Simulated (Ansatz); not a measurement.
BaO (started from an entry of an open crystallographic database), relaxed with r2SCAN: it is cubic, Fm-3m (No. 225); conventional cell a = 5.544 Å, 21.30 Å³ an atom. Ba is surrounded by 6 O at 2.77 Å; O is surrounded by 6 Ba at 2.77 Å. One-shot G0W0@PBE in Ansatz on a 6×6×6 mesh (contour deformation, no spin-orbit coupling), from a PBE gap of 2.050 eV over the mesh points (the G0W0 gap is direct on the mesh); the number N of bands summed and the screening cutoff rise together. Calculated for a static, non-magnetic cell.

```csv
N,cutoff (eV),1000/N,G0W0 gap (eV)
104,100,9.615,3.070
241,180,4.149,3.255
```

**Question.** Lay a straight line in 1000/N through these rows.

**Answer.** The slope is -0.0338 eV per unit of 1000/N and the intercept 3.395 eV.

**Question.** Predict the gap at N = 461 (260 eV).

**Answer.** 3.395 + (-0.0338) × 2.169 = 3.322 eV; the run gives 3.360 eV, +0.038 eV from the line.

**Question.** With that run's result added, what limit do the last two rows suggest?

**Answer.** Their slope is (3.360 − 3.255)/(2.169 − 4.149) = -0.0530, which meets 1/N = 0 at 3.47 eV, against 3.395 eV from the first line. The slope steepens, so 1/N isn't yet asymptotic and the true limit probably lies higher still; the k mesh isn't extrapolated.

The runs are scalar-relativistic, without spin-orbit coupling.
